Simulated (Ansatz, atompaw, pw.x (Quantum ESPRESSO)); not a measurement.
hafnium (Hf): one change to the PAW (atompaw) potential, in the atom and in the fcc crystal

| Item | Value |
| --- | --- |
| Element | hafnium |
| Generator | atompaw 4.2.0.5 |
| Type | PAW |
| Functional | PBE |
| Relativity | scalar-relativistic |
| Frozen core | [Kr] 4d10 4f14 |
| Valence charge | 12 |
| Reference configuration | 5s2 5p6 5d2 6s2 6p0 |
| Partial waves | 5s (bound): rc 1.35 bohr; 6s (bound): rc 2.65 bohr; 5p (bound): rc 2.20 bohr; 6p (bound, empty): rc 2.65 bohr; 5d (bound): rc 2.65 bohr; 5d channel at 2.25 Ry: rc 2.65 bohr |
| Local potential | bessel scheme, radius 1.85 bohr |
| Core correction | smooth core density matched at 1.80 bohr |
| Augmentation charge | sinc compensation charge, radius 2.35 bohr; PAW radius 2.65 bohr; waves and projectors: custom polynom vanderbiltortho |

Change: augmentation sinc compensation charge, radius 2.35 bohr; PAW radius 2.65 bohr; waves and projectors: custom rrkj gramschmidtortho.

Cutoffs, loose and tight: the cutoffs (Ry, on a coarse ladder) from which the occupation-weighted sum of valence levels, in a spherical-Bessel basis at the reference potential, stays within 10 and 1 mRy of its value at 400 Ry. They see the waves, projectors and local potential, not the compensation charge or the core.

Crystal test: fcc Hf in pw.x 7.5, no spin, 13³ k-points, Fermi–Dirac smearing 0.01 Ry, cutoffs set for each file from its atomic test. The reference is all-electron LAPW (Ansatz 0.2.0) with the same functional, mesh and smearing; V0 and B0 come from Birch–Murnaghan fits to the pressures at five volumes. Errors are pseudo minus all-electron; Δ is the rms difference of the E(V) curves that follow from these fits, minima aligned, over ±6 % about the mean V0. Mesh and smearing are coarse, so the numbers serve the comparison and aren't converged zero-temperature values; the lattice is a test structure that the element need not adopt.

All-electron: a0 = 4.490 Å (V0 = 22.63 Å³/atom), B0 = 101.6 GPa.

Task: Does the change bring the crystal closer to the all-electron result?

Result: The mean pressure error goes from -0.33 to +0.79 GPa, so the change moves the solid further from the all-electron pressures.

```
                 quantity       base    changed
           outcome (atom)  generated  generated
     cutoff, loose (atom)      30 Ry      25 Ry
     cutoff, tight (atom)      55 Ry      40 Ry
      bound ghosts (atom)       none       none
     cutoffs in pw.x (Ry)     70/700     50/500
                   a0 (Å)      4.485      4.502
             a0 error (%)      -0.11      +0.26
             B0 error (%)       +0.2       -0.5
             Δ (meV/atom)        1.6        3.9
mean pressure error (GPa)      -0.33      +0.79
```

 The atomic cutoffs weigh occupied waves only.
